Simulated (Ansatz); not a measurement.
# TiTe2 (P-3m1) in Ansatz: a series of runs, part 2 of 2

Ansatz 0.2.0. The steps go on from the part before.

## Step 3: Relaxation of cell and atoms, PBE

Input file input.yaml:

```yaml
crystal:
  lattice:
    - [3.777, 0.0, 0.0]
    - [-1.8885, 3.2709779501, 0.0]
    - [0.0, 0.0, 6.498]
  atoms:
    - { symbol: Te, position: [0.3333333333, 0.6666666667, 0.7372] }
    - { symbol: Te, position: [0.6666666667, 0.3333333333, 0.2628] }
    - { symbol: Ti, position: [0.0, 0.0, 0.0] }
kpoints:
  mp_grid: { grid: [8, 8, 4] }
scf:
  occupations: { method: fermi_dirac, width: 0.05 }
hamiltonian:
  xc: pbe
  pseudopotentials: { kind: all_electron, lapw: { basis_error: 0.002 } }
output:
  forces: true
  stress: true
relax:
  f_tol: 0.02
  max_steps: 60
  cell: {}
```

Potentials or basis: all-electron LAPW, scalar-relativistic.

The run is started by

```
$ ansatz run input.yaml --threads 2 --pin off --max-ram 6144MiB --backend cpu --events-out ev --progress --plain --runs-dir out
```

The log of the run:

```text
Warning: RAYON_NUM_THREADS=2 ignored (pool sized by the plan → 2); use --threads N
The last accepted step is kept in <dir> (removed where the run ends without a failure and the disk answers)
LAPW: plane waves up to 7.891 Å⁻¹, error target 2.0e-3 eV per atom; small_component_spin mean_spin; Ti in spheres of 1.305 Å, 12 of its electrons in bands, Dirac shells []; Te in spheres of 1.382 Å, 24 of its electrons in bands, Dirac shells [] (how accurate: hamiltonian.pseudopotentials.lapw.basis_error, Limitations)
Engine: ansatz 0.2.0, aarch64-unknown-linux-gnu
Pseudopotentials: kind: all_electron
Pseudopotential: Te, LAPW, valence charge 24, lapw/all_electron/scalar/gaussian/Te, Koelling and Harmon's equation, gaussian nucleus
Pseudopotential: Ti, LAPW, valence charge 12, lapw/all_electron/scalar/gaussian/Ti, Koelling and Harmon's equation, gaussian nucleus
Functional definition: PBE
  parameter kappa = 0.804
  parameter beta = 0.06672455060314922
  exchange = pbe_x(kappa = kappa, mu = beta*pi^2/3)
  correlation = pbe_c(beta = beta)
Crystal: 3 atoms, lattice volume = 80.279 Å³
Basis set: ecut = 237.26292859046612 eV, 665 PW (Γ), exchange–correlation at level 2
Bands: 36, of which v1, the nominal top of the filled ones, is band 30 counted from 1 (29 counted from 0)
Symmetry: 12 space group operations
Space group: P-3m1 (ITA 164), of the structure as read, at distance tolerance 4.3e-5 Å
k-points: 35 of 256
Non-local potential: Te, projectors of the file, none
Non-local potential: Ti, projectors of the file, none
Initial density: superposition of atomic densities (chi_scale 0.1, normalization cell, long waves kept (reshape's long-wave potential 0.06 eV rms))
Initial wavefunctions: plane waves of lowest kinetic energy (no species holds an atomic orbital)
Functional: x = pbe(κ = 0.804, μ = 0.2195149727645171), c = pbe(β = 0.06672455060314922)
iter 1 solved again at ethr=2.10e-3 eV; its pass at ethr=1.00e-1 eV (dr2=1.26e0 eV) is discarded
SCF iter   1: F=—  HF=-393004.425561 eV  |F-HF|=—  |Δ(HF+E_count)|=         —  Δρ=2.06e-2  dr2=1.26e0  ethr=2.10e-3  ⟨swp⟩=2.0  Hψ=8601  notcnv=0
preconditioner: auto → LDOS  [metal: Δε(μ)=0.047 eV  Ē_g=6.931 eV  σ=0.050 eV  W_gap=0.22  n_scr=22 (ndim 8)  ℏωp=16.6 eV  f_vac=0.015  D(μ)=1.35/eV (n_scr^D=2)  β→1.0]
SCF iter   2: F=—  HF=-393004.461055 eV  |F-HF|=—  |Δ(HF+E_count)|=   3.55e-2  Δρ=1.78e-2  dr2=1.55e0  ethr=2.10e-3  ⟨swp⟩=3.3  Hψ=4221  notcnv=0
iter 3 solved again at ethr=2.02e-5 eV; its pass at ethr=2.10e-3 eV (dr2=1.21e-2 eV) is discarded
[... 61 lines left out ...]
Basis set: ecut = 230.96367560261763 eV, 677 PW (Γ), exchange–correlation at level 2
iter 1 solved again at ethr=1.13e-11 eV; its pass at ethr=1.00e-1 eV (dr2=6.80e-9 eV) is discarded
SCF iter   1: F=—  HF=-393004.174093 eV  |F-HF|=—  |Δ(HF+E_count)|=         —  Δρ=7.11e-6  dr2=5.69e-9  ethr=1.13e-11  ⟨swp⟩=7.0  Hψ=11280  notcnv=0  reapply=35
preconditioner: auto → LDOS  [metal: Δε(μ)=0.047 eV  Ē_g=6.800 eV  σ=0.050 eV  W_gap=0.23  n_scr=22 (ndim 8)  ℏωp=16.2 eV  f_vac=0.056  D(μ)=1.53/eV (n_scr^D=2)  β→1.0]
SCF iter   2: F=-393004.174093 eV  HF=-393004.174093 eV  |F-HF|=3.49e-9  |Δ(HF+E_count)|=   8.80e-7  Δρ=1.10e-6  dr2=4.01e-9  ethr=9.49e-12  ⟨swp⟩=3.0  Hψ=4061  notcnv=0
SCF 6 converged in 2 iterations: F = -393004.174093 eV  dr2 = 4.01e-9
relax step   6: F+E_penalty+E_count = -393004.17409341 eV  Δ(F+E_penalty+E_count) = -3.916e-5 eV  max|allowed force component| = 2.733e-4 eV/Å  Δτ_max = 0.0000 Å  P = +0.003 GPa  Ω = 83.586 Å³  stress off target by 2.32e-2 GPa  SCF on the basis re-selected at this cell (its energy is not comparable with the rows above)  (2 SCF iters)
basis re-selected at this cell: Δ(F+E_penalty+E_count) = -3.916e-5 eV, ΔP = +0.000 GPa vs the last step (what re-selecting the basis moved, after the strain that the cell walked since its last selection, with what the two solves' SCF thresholds leave and, on support functions, any second-order correction that the steps lacked; it is no measure of the basis error at this ecutwfc). This SCF's stress stands 2.32e-2 GPa from its target on what of the cell is left free (relax.cell.stress_tol is 5.00e-2 GPa) and its largest allowed force component is 2.73e-4 eV/Å (relax.f_tol is 2.00e-2 eV/Å): within both
SCF converged after 2 iterations
Free energy (F): -393004.174093 eV
Harris-Foulkes:  -393004.174093 eV  (|F-HF|=3.49e-9)
Internal energy: -393004.161677 eV  (E = F + TS)
E sigma→0 (E₀):  -393004.167885 eV
Entropy (-TS):   -0.012416 eV (-4.139 meV/atom)
Fermi energy:    11.355546 eV
--- Per-component energies (eV) ---
  E_band       = -2382.201894
  E_kinetic    = 413969.286496
  E_xc         = -10730.851251
  E_electrostatic = -796242.596921  (all electrons and nuclei)
  E_smearing   = -0.012416  (= −TS)
  E_closure    = 0.000000  (closes the sum)
  E_atoms      = -392989.092626  (free atoms, spherical and without spin; not in F)
  Σ components = -393004.174093   (vs F -393004.174093, Δ=0.00e0)
  Basis errors (estimates in eV, not in F): energy 7.5e-4 per atom: plane waves 6.5e-4 (3.7e-4 summed), levels above the bands 1.8e-38, relativity 1.9e-8, radial functions 1.0e-4, core shells 3.4e-7; eigenvalues (radial functions only) 1.2e-6; not estimated: angular momenta, meshes, grids; target (lapw.basis_error) 2.0e-3; muffin-tin radii Ti 1.322 Å, Te 1.401 Å
--- Forces (eV/Å), atoms counted from 1 ---
  atom   1  Te    -0.00000000    -0.00000000    -0.00027333
  atom   2  Te     0.00000000     0.00000000     0.00027333
  atom   3  Ti     0.00000000    -0.00000000     0.00000000
  max |Σ_I F_I| component: 2.63e-31 eV/Å
--- Stress (GPa, compression-positive) ---
       -0.007550      -0.000000       0.000000
       -0.000000      -0.007550      -0.000000
       -0.000000      -0.000000       0.023168
  P = ⅓ Tr σ = 0.0027 GPa (0.027 kbar)
--- Relaxed structure (5 steps of the walk, 5 accepted, 1 SCFs on fresh bases) ---
  F+E_penalty+E_count = -393004.17409341 eV   max|allowed force component| = 2.733e-4 eV/Å   (the final SCF, on the basis selected at the relaxed cell)
  cell:  # Å, volume = 83.5860 Å³
    - [3.788398243764396, 9.274319583740126e-34, 1.837561024453795e-17]
    - [-1.894199121882198, 3.2808491187523194, -9.187805122268976e-18]
    - [3.1613639229254677e-17, 2.901029131108693e-34, 6.724991347807276]
  atoms:
    - { symbol: Te, position: [0.3333333333333333, 0.6666666666666666, 0.7449900568567689] }
    - { symbol: Te, position: [0.6666666666666665, 0.3333333333333333, 0.2550099431432311] }
    - { symbol: Ti, position: [1.0133359553886184e-34, 9.813221885370073e-36, 3.7092061506874214e-68] }
```

Wall time 43 s (2 threads of Arm Neoverse V2, shared host); peak memory 0.41 GiB.

Results:

| Property | Result |
| --- | --- |
| Free energy | -393004.1741 eV |
| Relaxed volume | 27.86 Å³/atom |
| Relaxed cell | a = 3.788 Å, b = 3.788 Å, c = 6.725 Å, α = 90.00°, β = 90.00°, γ = 120.00° |
| Space group after relaxing (to 0.05 Å) | P-3m1 (No. 164) |
| Energy gained by relaxing | 3.6 meV/atom |
| Ionic steps | 6 |
| Pressure after relaxing | 0.0 GPa |

The path:
```csv
step,energy change (eV),largest force (eV/Å),volume (Å³)
1,0.0000,0.0108,80.28
2,-0.0050,0.1293,84.83
3,-0.0080,0.1257,84.08
4,-0.0105,0.0090,83.57
5,-0.0106,0.0002,83.59
6,-0.0107,0.0003,83.59
```

Final structure:
```
CELL_PARAMETERS angstrom
3.78840 0.00000 0.00000
-1.89420 3.28085 0.00000
0.00000 0.00000 6.72499
ATOMIC_POSITIONS crystal
Te 0.33333 0.66667 0.74499
Te 0.66667 0.33333 0.25501
Ti 0.00000 0.00000 0.00000
```

Caveat: this functional lacks dispersion, which binds the layers, so the pressure and a relaxed spacing across them are unreliable. The run has no spin-orbit coupling, so splittings on Te are missing.
